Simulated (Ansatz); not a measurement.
PbS (Galena), 2 atoms in the cell. The structure is cubic, space group Fm-3m (No. 225). Conventional cell: a = 5.931 Å, b = 5.931 Å, c = 5.931 Å, α = 90.00°, β = 90.00°, γ = 90.00°. Pb (site symmetry m-3m) is surrounded by 6 S at 2.97 Å. S (site symmetry m-3m) has 6 Pb at 2.97 Å as nearest neighbours. 

* Program: Ansatz 0.2.0
* Task: single point
* Functional: HSE06 form with a typed share of exact exchange
* Potentials or basis: Ansatz PAW
* Cutoff: 420 eV (not typed: the program's choice for these potentials)
* k mesh: 4 × 4 × 4
* Occupations: fermi-dirac, width 0.05 eV
* Spin: no spin polarisation
* Screening (1/Å): 0.2
* Share of exact exchange: 0.05

Hardware: 1 × NVIDIA H100 80GB HBM3 with 2 threads of AMD EPYC 7R13 Processor (Zen 3) (shared host).

**Question.** How long does it take, and how much memory?

**Answer.** Wall time 5.5 s on 1 × NVIDIA H100 80GB HBM3 with 2 threads of AMD EPYC 7R13 Processor (Zen 3) (shared host), peak memory 1.5 GiB. Counts: scf iterations 11, plane waves 965, k points 8, bands 14.
